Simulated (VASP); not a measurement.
# SnO2 (Cassiterite) (P4_2/mnm) in VASP: further runs

The runs below take SnO2 (Cassiterite) through relaxation of cell and atoms, with LDA.

All numbers are computed with VASP 6.6.1; they aren't measurements. Logs are shortened: lines on timing, memory, paths and dates and some standing lists are left out, and cuts for length are marked.

## Step 1: Starting point

The structure is tetragonal, space group P4_2/mnm (No. 136). Conventional cell: a = 4.738 Å, b = 4.738 Å, c = 3.187 Å, α = 90.00°, β = 90.00°, γ = 90.00°. Sn (site symmetry mmm) has 6 O at 2.05 to 2.06 Å as nearest neighbours. Around O (site symmetry m2m) lie 3 Sn at 2.05 to 2.06 Å.

## Step 2: Relaxation of cell and atoms, LDA

The input, INCAR:

```
SYSTEM = SnO2
PREC = Accurate ; ENCUT = 600
EDIFF = 1E-6 ; ISMEAR = 0
SIGMA = 0.03 ; LREAL = .FALSE.
LASPH = .TRUE. ; NELM = 80
ALGO = Normal ; ISIF = 3
LWAVE = .FALSE. ; LCHARG = .FALSE.
GGA = CA ; IBRION = 2
NSW = 90 ; EDIFFG = -0.01
KPAR = 2
```

The input, KPOINTS:

```
regular mesh
0
G
  6 6 8
  0 0 0
```

The input, POSCAR:

```
SnO2
1.0
    4.7380000000      0.0000000000      0.0000000000
    0.0000000000      4.7380000000      0.0000000000
    0.0000000000      0.0000000000      3.1865000000
Sn O
2 4
Direct
    0.0000000000      0.0000000000      0.0000000000
    0.5000000000      0.5000000000      0.5000000000
    0.3071000000      0.3071000000      0.0000000000
    0.1929000000      0.8071000000      0.5000000000
    0.6929000000      0.6929000000      0.0000000000
    0.8071000000      0.1929000000      0.5000000000
```

Potentials or basis: VASP PAW LDA potentials, release 64 (Sn_d, O).

Started as:

```bash
$ cat potpaw_LDA.64/Sn_d/POTCAR potpaw_LDA.64/O/POTCAR > POTCAR
$ mpirun -np 2 vasp_std > vasp.out
```

OUTCAR:

```text
SYSTEM = SnO2
   PREC = Accurate
   ENCUT = 600
   EDIFF = 1E-6
   ISMEAR = 0
   LREAL = .FALSE.
   LASPH = .TRUE.
   NELM = 80
   ISIF = 3
   GGA = CA
   IBRION = 2
   NSW = 90
   EDIFFG = -0.01

 ion  position               nearest neighbor table
   1  0.000  0.000  0.000-   4 2.05   6 2.05   4 2.05   6 2.05   5 2.06   3 2.06   2 3.71   2 3.71
                             2 3.71   2 3.71   2 3.71   2 3.71   2 3.71   2 3.71
   2  0.500  0.500  0.500-   3 2.05   5 2.05   3 2.05   5 2.05   4 2.06   6 2.06   1 3.71   1 3.71
                             1 3.71   1 3.71   1 3.71   1 3.71   1 3.71   1 3.71
   3  0.307  0.307  0.000-   2 2.05   2 2.05   1 2.06
   4  0.193  0.807  0.500-   1 2.05   1 2.05   2 2.06
   5  0.693  0.693  0.000-   2 2.05   2 2.05   1 2.06
   6  0.807  0.193  0.500-   1 2.05   1 2.05   2 2.06

  LATTYP: Found a simple tetragonal cell.
 ALAT       =     4.7380000000
 C/A-ratio  =     0.6725411566

  Lattice vectors:

 A1 = (   4.7380000000,   0.0000000000,   0.0000000000)
 A2 = (   0.0000000000,   4.7380000000,   0.0000000000)
 A3 = (   0.0000000000,   0.0000000000,   3.1865000000)

Analysis of symmetry for initial positions (statically):
=====================================================================
 Subroutine PRICEL returns:
 Original cell was already a primitive cell.

 Routine SETGRP: Setting up the symmetry group for a
 simple tetragonal supercell.

 Subroutine GETGRP returns: Found 16 space group operations
 (whereof  8 operations were pure point group operations)
 out of a pool of 16 trial point group operations.

The static configuration has the point symmetry D_2h.
 The point group associated with its full space group is D_4h.

Analysis of symmetry for dynamics (positions and initial velocities):
=====================================================================
 Subroutine PRICEL returns:
 Original cell was already a primitive cell.

 Routine SETGRP: Setting up the symmetry group for a
 simple tetragonal supercell.

 Subroutine GETGRP returns: Found 16 space group operations
 (whereof  8 operations were pure point group operations)
 out of a pool of 16 trial point group operations.

The dynamic configuration has the point symmetry D_2h.
 The point group associated with its full space group is D_4h.

 Subroutine INISYM returns: Found 16 space group operations
 (whereof  8 operations are pure point group operations),
 and found     1 'primitive' translations

----------------------------------------------------------------------------------------

                                     Primitive cell

  volume of cell :      71.5326

  direct lattice vectors                    reciprocal lattice vectors
     4.738000000  0.000000000  0.000000000     0.211059519  0.000000000  0.000000000
     0.000000000  4.738000000  0.000000000     0.000000000  0.211059519  0.000000000
     0.000000000  0.000000000  3.186500000     0.000000000  0.000000000  0.313823945

  length of vectors
     4.738000000  4.738000000  3.186500000     0.211059519  0.211059519  0.313823945

  position of ions in fractional coordinates (direct lattice)
     0.000000000  0.000000000  0.000000000
     0.500000000  0.500000000  0.500000000
     0.307100000  0.307100000  0.000000000
     0.192900000  0.807100000  0.500000000
     0.692900000  0.692900000  0.000000000
     0.807100000  0.192900000  0.500000000

  ion indices of the primitive-cell ions
   primitive index   ion index
                 1           1
                 2           2
                 3           3
                 4           4
                 5           5
                 6           6

----------------------------------------------------------------------------------------

 KPOINTS: regular mesh

Automatic generation of k-mesh.
 Grid dimensions read from file:
 generate k-points for:    6    6    8

 Generating k-lattice:

  Cartesian coordinates                     Fractional coordinates (reciprocal lattice)
     0.035176586  0.000000000  0.000000000     0.166666667  0.000000000  0.000000000
     0.000000000  0.035176586  0.000000000     0.000000000  0.166666667  0.000000000
     0.000000000  0.000000000  0.039227993     0.000000000  0.000000000  0.125000000

  Length of vectors
     0.035176586  0.035176586  0.039227993

  Shift w.r.t. Gamma in fractional coordinates (k-lattice)
     0.000000000  0.000000000  0.000000000

 Subroutine IBZKPT returns following result:
 ===========================================

 Found     50 irreducible k-points:

 Following reciprocal coordinates:
            Coordinates               Weight
  0.000000  0.000000  0.000000      1.000000
  0.166667  0.000000  0.000000      4.000000
  0.333333  0.000000  0.000000      4.000000
  0.500000  0.000000  0.000000      2.000000
  0.166667  0.166667  0.000000      4.000000
  0.333333  0.166667  0.000000      8.000000
[... 16 lines left out ...]
  0.333333  0.000000  0.250000      8.000000
  0.500000  0.000000  0.250000      4.000000
 [... further k-points ...]
   k-points           NKPTS =     50   k-points in BZ     NKDIM =     50   number of bands    NBANDS=     31
   number of dos      NEDOS =    301   number of ions     NIONS =      6
   total plane-waves  NPLWV =  44800
   dimension x,y,z NGX =    40 NGY =   40 NGZ =   28
   dimension x,y,z NGXF=    80 NGYF=   80 NGZF=   56
   ions per type =               2   4
   NGX,Y,Z   is equivalent  to a cutoff of  14.04, 14.04, 14.61 a.u.
   NGXF,Y,Z  is equivalent  to a cutoff of  28.07, 28.07, 29.22 a.u.
 SYSTEM =  SnO2
   PREC   = accura    normal or accurate (medium, high low for compatibility)
   ISTART =      0    job   : 0-new  1-cont  2-samecut
   ICHARG =      2    charge: 1-file 2-atom 10-const
   ISPIN  =      1    spin polarized calculation?
   LNONCOLLINEAR =      F non collinear calculations
   LSORBIT =      F    spin-orbit coupling
   LASPH  =      T    aspherical Exc in radial PAW
   ENCUT  =  600.0 eV  44.10 Ry    6.64 a.u.   9.46  9.46  6.36*2*pi/ulx,y,z
   NELM   =     80;   NELMIN=  2; NELMDL= -5     # of ELM steps
   EDIFF  = 0.1E-05   stopping-criterion for ELM
   LREAL  =      F    real-space projection
   EDIFFG = -.1E-01   stopping-criterion for IOM
   NSW    =     90    number of steps for IOM
   IBRION =      2    ionic relax: 0-MD 1-quasi-New 2-CG
   NFREE  =      1    steps in history (QN), initial steepest desc. (CG)
   ISIF   =      3    stress and relaxation
   ISYM   =      2    0-nonsym 1-usesym 2-fastsym
   POTIM  = 0.5000    time-step for ionic-motion
   TEBEG  =    0.0;   TEEND  =   0.0 temperature during run
   PSTRESS=    0.0 pullay stress
   NELECT =      52.0000    total number of electrons
   NUPDOWN=      -1.0000    fix difference up-down
   EMIN   =  10.00;   EMAX   =-10.00  energy-range for DOS
   EFERMI =   0.00;   METHOD = LEGACY
   ISMEAR =     0;   SIGMA  =   0.03  broadening in eV -4-tet -1-fermi 0-gaus
   EFERMI_NEDOS =   21; number of points for ismear=-14 and -15
   IALGO  =     38    algorithm
   IMIX   =      4    mixing-type and parameters
     AMIX     =   0.40;   BMIX     =  1.00
     AMIX_MAG =   1.60;   BMIX_MAG =  1.00
  volume/ion in A,a.u.               =      11.92        80.45
  Fermi-wavevector in a.u.,A,eV,Ry     =   1.472000  2.781677 29.480903  2.166785
  Thomas-Fermi vector in A             =   2.587068
   LORBIT       =      0    0 simple, 1 ext, 2 COOP (PROOUT), +10 PAW based schemes
   GGA     = CA    functional components
   LHFCALC =     F    Hartree Fock is set to
   AEXX    =    0.0000 exact exchange contribution
   IVDW    =     0    specifies the selected vdW correction
   LEPSILON=     F    determine dielectric tensor
   LRPA    =     F    only Hartree local field effects (RPA)
 conjugate gradient relaxation of ions
 non-spin polarized calculation
 Gauss-broadening in eV      SIGMA  =   0.03
  energy-cutoff  :      600.00
  volume of cell :       71.53
 maximum number of plane-waves:      2409
 NGX is ok and might be reduce to    40
   NGX = 19   NGY = 19   NGZ = 13

--------------------------------------- Ionic step        1  -------------------------------------------

 number of electron      52.0000000 magnetization

 Free energy of the ion-electron system (eV)
  ---------------------------------------------------
  ext. energy  EPLUGINS =         0.00000000
  ---------------------------------------------------
  free energy    TOTEN  =       -42.28859548 eV

  energy without entropy =      -42.28859548  energy(sigma->0) =      -42.28859548

------------------------ aborting loop because EDIFF is reached ----------------------------------------

  FORCE on cell =-STRESS in cart. coord.  units (eV):
  Direction    XX          YY          ZZ          XY          YZ          ZX
  --------------------------------------------------------------------------------------
  -------------------------------------------------------------------------------------
  Total       -0.1762979     -0.1762979      0.5049412      0.0000000      0.0000000      0.0000000
  in kB       -3.9486961     -3.9486961     11.3096027      0.0000000      0.0000000      0.0000000
  external PRESSURE =       1.1374035 kB  Pullay stress =       0.0000000 kB

 VOLUME and BASIS-vectors are now :
 -----------------------------------------------------------------------------
  energy-cutoff  :      600.00
  volume of cell :       71.53
      direct lattice vectors                 reciprocal lattice vectors
     4.738000000  0.000000000  0.000000000     0.211059519  0.000000000  0.000000000
     0.000000000  4.738000000  0.000000000     0.000000000  0.211059519  0.000000000
     0.000000000  0.000000000  3.186500000     0.000000000  0.000000000  0.313823945
[... 121 lines left out ...]
 POSITION                                       TOTAL-FORCE (eV/Angst)
 -----------------------------------------------------------------------------------
      0.00000      0.00000      0.00000        -0.000000     -0.000000      0.000000
      2.36152      2.36152      1.59686        -0.000000     -0.000000      0.000000
      1.44477      1.44477      0.00000         0.010694      0.010694      0.000000
      0.91676      3.80629      1.59686        -0.010694      0.010694      0.000000
      3.27828      3.27828      0.00000        -0.010694     -0.010694      0.000000
      3.80629      0.91676      1.59686         0.010694     -0.010694      0.000000
 -----------------------------------------------------------------------------------
    total drift:                               -0.000000      0.000000     -0.000000

  FREE ENERGIE OF THE ION-ELECTRON SYSTEM (eV)
  ---------------------------------------------------
  free  energy   TOTEN  =       -42.2920298145 eV

  energy  without entropy=      -42.2920298145  energy(sigma->0) =      -42.29202981

--------------------------------------- Ionic step        5  -------------------------------------------

 number of electron      51.9999996 magnetization

 Free energy of the ion-electron system (eV)
  ---------------------------------------------------
  ext. energy  EPLUGINS =         0.00000000
  ---------------------------------------------------
  free energy    TOTEN  =       -42.29231550 eV

  energy without entropy =      -42.29231550  energy(sigma->0) =      -42.29231550

 E-fermi :   6.0389     XC(G=0): -11.8110

 val. band max:        5.8869260719   @ k =   0.0000   0.0000   0.0000
 cond. band min:       7.0361013113   @ k =   0.0000   0.0000   0.0000
 fundamental gap:      1.1491752394
 Fermi energy:         6.0389298690

 k-point     1 :       0.0000    0.0000    0.0000
  band No.  band energies     occupation
      1     -15.1232      2.00000
      2     -14.3493      2.00000
      3     -14.0838      2.00000
      4     -14.0642      2.00000
      5     -14.0642      2.00000
      6     -13.9880      2.00000
[... 805 lines left out ...]
     30      14.3886      0.00000
     31      15.1999      0.00000

 [... further k-points ...]
[... 5 lines left out ...]
  --------------------------------------------------------------------------------------
  -------------------------------------------------------------------------------------
  Total       -0.0158564     -0.0158564      0.0307265      0.0000000      0.0000000      0.0000000
  in kB       -0.3557040     -0.3557040      0.6892846      0.0000000      0.0000000      0.0000000
  external PRESSURE =      -0.0073745 kB  Pullay stress =       0.0000000 kB

 VOLUME and BASIS-vectors are now :
 -----------------------------------------------------------------------------
  energy-cutoff  :      600.00
  volume of cell :       71.42
      direct lattice vectors                 reciprocal lattice vectors
     4.727869195 -0.000000000  0.000000000     0.211511774  0.000000000  0.000000000
     0.000000000  4.727869195  0.000000000     0.000000000  0.211511774  0.000000000
     0.000000000  0.000000000  3.195173256     0.000000000  0.000000000  0.312972074

 POSITION                                       TOTAL-FORCE (eV/Angst)
 -----------------------------------------------------------------------------------
      0.00000      0.00000      0.00000        -0.000000      0.000000      0.000000
      2.36393      2.36393      1.59759        -0.000000      0.000000      0.000000
      1.44669      1.44669      0.00000         0.004373      0.004373     -0.000000
      0.91725      3.81062      1.59759        -0.004373      0.004373     -0.000000
      3.28118      3.28118      0.00000        -0.004373     -0.004373      0.000000
      3.81062      0.91725      1.59759         0.004373     -0.004373      0.000000
 -----------------------------------------------------------------------------------
    total drift:                               -0.000000      0.000000     -0.000000

  FREE ENERGIE OF THE ION-ELECTRON SYSTEM (eV)
  ---------------------------------------------------
  free  energy   TOTEN  =       -42.2923155042 eV

  energy  without entropy=      -42.2923155042  energy(sigma->0) =      -42.29231550

 reached required accuracy - stopping structural energy minimisation
```

Wall time 4.1 min (2 MPI ranks of Intel Xeon Platinum 8175M at 2.50GHz (Skylake/Cascade Lake), shared host); peak memory 0.24 GiB.

What came out:

| Quantity | Value |
| --- | --- |
| Free energy | -42.2923 eV |
| Relaxed volume | 11.90 Å³/atom |
| Relaxed cell | a = 4.728 Å, b = 4.728 Å, c = 3.195 Å, α = 90.00°, β = 90.00°, γ = 90.00° |
| Space group after relaxing (to 0.05 Å) | P4_2/mnm (No. 136) |
| Energy gained by relaxing | 0.6 meV/atom |
| Ionic steps | 5 |
| Pressure after relaxing | 0.0 GPa |
| Largest force after relaxing | 0.006 eV/Å |
| Band gap on the k mesh | 1.15 eV, direct |

Forces on the atoms (eV/Å):
```
Sn   0.000  0.000  0.000
Sn   0.000  0.000  0.000
O    0.004  0.004  0.000
O   -0.004  0.004  0.000
O   -0.004 -0.004  0.000
O    0.004 -0.004  0.000
```

Stress tensor (GPa, compression positive):
```
-0.04  0.00  0.00
 0.00 -0.04  0.00
 0.00  0.00  0.07
```

The path:
```csv
step,energy change (eV),largest force (eV/Å),pressure (GPa),volume (Å³)
1,0.0000,0.1797,0.11,71.53
2,-0.0032,0.0469,-0.65,71.62
3,-0.0034,0.0022,-0.50,71.60
4,-0.0034,0.0151,0.49,71.24
5,-0.0037,0.0062,0.00,71.42
```

Final structure:
```cif
data_structure
_symmetry_space_group_name_H-M 'P 1'
_symmetry_Int_Tables_number 1
_cell_length_a 4.7279
_cell_length_b 4.7279
_cell_length_c 3.1952
_cell_angle_alpha 90.000
_cell_angle_beta 90.000
_cell_angle_gamma 90.000
_cell_volume 71.42
loop_
_atom_site_label
_atom_site_type_symbol
_atom_site_fract_x
_atom_site_fract_y
_atom_site_fract_z
_atom_site_occupancy
Sn1 Sn 0.00000 0.00000 0.00000 1
Sn2 Sn 0.50000 0.50000 0.50000 1
O1 O 0.30599 0.30599 0.00000 1
O2 O 0.19401 0.80599 0.50000 1
O3 O 0.69401 0.69401 0.00000 1
O4 O 0.80599 0.19401 0.50000 1
```

Levels at points of the mesh, in eV from the valence-band top:
| k point | band 23 | band 24 | band 25 | band 26 | band 27 | band 28 | band 29 | band 30 |
| --- | --- | --- | --- | --- | --- | --- | --- | --- |
| (0.00, 0.00, 0.00) | -1.28 | -0.81 | -0.81 | 0.00 | 1.15 | 5.93 | 6.05 | 6.05 |
| (0.50, 0.00, 0.00) | -1.24 | -1.24 | -0.65 | -0.65 | 4.31 | 4.31 | 6.81 | 6.81 |
| (0.50, 0.50, 0.00) | -1.37 | -1.37 | -0.91 | -0.91 | 4.70 | 4.70 | 7.30 | 7.30 |
| (0.00, 0.00, 0.50) | -1.72 | -1.72 | -1.28 | -1.28 | 6.03 | 6.03 | 9.51 | 9.51 |
| (0.50, 0.00, 0.50) | -1.13 | -1.13 | -0.72 | -0.72 | 6.31 | 6.31 | 7.87 | 7.87 |
| (0.50, 0.50, 0.50) | -0.99 | -0.99 | -0.84 | -0.84 | 4.68 | 4.68 | 8.63 | 8.63 |

Caveat: spin-orbit coupling is left out, which moves the levels of the heavy elements.

## Step 3: Relaxation of cell and atoms, LDA

The input, INCAR:

```
SYSTEM = SnO2
PREC = Accurate ; ENCUT = 600
EDIFF = 1E-7 ; ISMEAR = 0
SIGMA = 0.03 ; LREAL = .FALSE.
LASPH = .TRUE. ; NELM = 80
ALGO = Normal ; ISIF = 3
LWAVE = .FALSE. ; LCHARG = .FALSE.
GGA = CA ; IBRION = 2
NSW = 90 ; EDIFFG = -0.005
KPAR = 2
```

KPOINTS is that of step 2.

The input, POSCAR:

```
SnO2                                    
1.0
    4.7278691949     -0.0000000000      0.0000000000
    0.0000000000      4.7278691949      0.0000000000
    0.0000000000      0.0000000000      3.1951732556
  Sn              O             
     2     4
Direct
     0.0000000000000000    0.0000000000000000    0.0000000000000000
     0.5000000000000000    0.5000000000000000    0.5000000000000000
     0.3059917598045841    0.3059917598045841    0.0000000000000000
     0.1940082401954160    0.8059917598045840    0.5000000000000000
     0.6940082401954160    0.6940082401954160    0.0000000000000000
     0.8059917598045840    0.1940082401954160    0.5000000000000000
```

Potentials or basis: VASP PAW LDA potentials, release 64 (Sn_d, O).

Started as:

```bash
$ cat potpaw_LDA.64/Sn_d/POTCAR potpaw_LDA.64/O/POTCAR > POTCAR
$ mpirun -np 2 vasp_std > vasp.out
```

Run time: 2.4 min. Hardware: 2 MPI ranks of Intel Xeon Platinum 8175M at 2.50GHz (Skylake/Cascade Lake), shared host; peak memory 0.24 GiB.

The run converged. Its results:

```yaml
Free_energy: -42.2921 eV
Energy_gained_by_relaxing: 0.0 meV/atom
Ionic_steps: 2
Pressure_after_relaxing: 0.0 GPa
Band_gap_on_the_k_mesh: 1.15 eV, direct
```

Final structure:
```
Sn O
1.0
     4.72726    0.00000    0.00000
     0.00000    4.72726    0.00000
     0.00000    0.00000    3.19590
Sn O
2 4
Direct
  0.00000 0.00000 0.00000
  0.50000 0.50000 0.50000
  0.30604 0.30604 0.00000
  0.19396 0.80604 0.50000
  0.69396 0.69396 0.00000
  0.80604 0.19396 0.50000
```

Levels at points of the mesh, in eV from the valence-band top:
| k point | band 24 | band 25 | band 26 | band 27 | band 28 | band 29 |
| --- | --- | --- | --- | --- | --- | --- |
| (0.00, 0.00, 0.00) | -0.80 | -0.80 | 0.00 | 1.15 | 5.92 | 6.05 |
| (0.50, 0.00, 0.00) | -1.24 | -0.65 | -0.65 | 4.31 | 4.31 | 6.81 |
| (0.50, 0.50, 0.00) | -1.37 | -0.91 | -0.91 | 4.70 | 4.70 | 7.30 |
| (0.00, 0.00, 0.50) | -1.72 | -1.28 | -1.28 | 6.03 | 6.03 | 9.52 |
| (0.50, 0.00, 0.50) | -1.13 | -0.72 | -0.72 | 6.31 | 6.31 | 7.88 |
| (0.50, 0.50, 0.50) | -0.99 | -0.84 | -0.84 | 4.69 | 4.69 | 8.63 |

Caveat: spin-orbit coupling is left out, which moves the levels of the heavy elements. LDA gaps usually lie below the measured ones, often by a third to a half.
